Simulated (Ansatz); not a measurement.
# Sn: a single-point run

Wanted: a converged single-point run for Sn, and a check of what comes out.

Program: Ansatz 0.2.0. Level of theory: DFT, PBE, all-electron PAW with datasets made for the crystal, scalar-relativistic. These are calculated values, not measurements.

## 1. The structure to begin with

The structure is tetragonal, space group I4/mmm (No. 139). The conventional cell has a = 3.166 Å, b = 3.166 Å, c = 5.890 Å, α = 90.00°, β = 90.00°, γ = 90.00°. Around Sn (site symmetry 4/mmm) lie 4 Sn at 3.17 Å.

As a file:

```
CELL_PARAMETERS angstrom
-1.58286 1.58286 2.94481
1.58286 -1.58286 2.94481
1.58286 1.58286 -2.94481
ATOMIC_POSITIONS crystal
Sn 0.00000 0.00000 0.00000
```

## 2. The run

The input, input.yaml:

```yaml
crystal:
  lattice:
    - [-1.5828554103, 1.5828554103, 2.9448065]
    - [1.5828554103, -1.5828554103, 2.9448065]
    - [1.5828554103, 1.5828554103, -2.9448065]
  atoms:
    - { symbol: Sn, position: [0.0, 0.0, 0.0] }
kpoints:
  mp_grid: { grid: [18, 18, 18] }
scf:
  occupations: { method: fermi_dirac, width: 1.0 }
  max_iter: 75
hamiltonian:
  xc: pbe
  pseudopotentials: { kind: all_electron, datasets: crystal }
output:
  forces: true
  stress: true
  eigenvalues: true
  efg: { contact_densities: true }
```

On the command line:

```bash
> ansatz run input.yaml --threads 1 --pin off --max-ram 2048MiB --backend cpu --events-out ev --progress --plain --runs-dir out
```

Q: Will this input give a usable result? If not, why, and what should change?

The program finished normally, with warnings (crystal datasets made, gradients without spin orbit). Convergence says nothing about whether the input makes sense.

In the input, scf.occupations.width is 1.0. The width is far wider than usual, so occupations near the Fermi level are blurred and the entropy term grows. A Fermi-Dirac width of 1 eV is an electron temperature of 11600 K.

To check: set scf.occupations.width to 0.03.
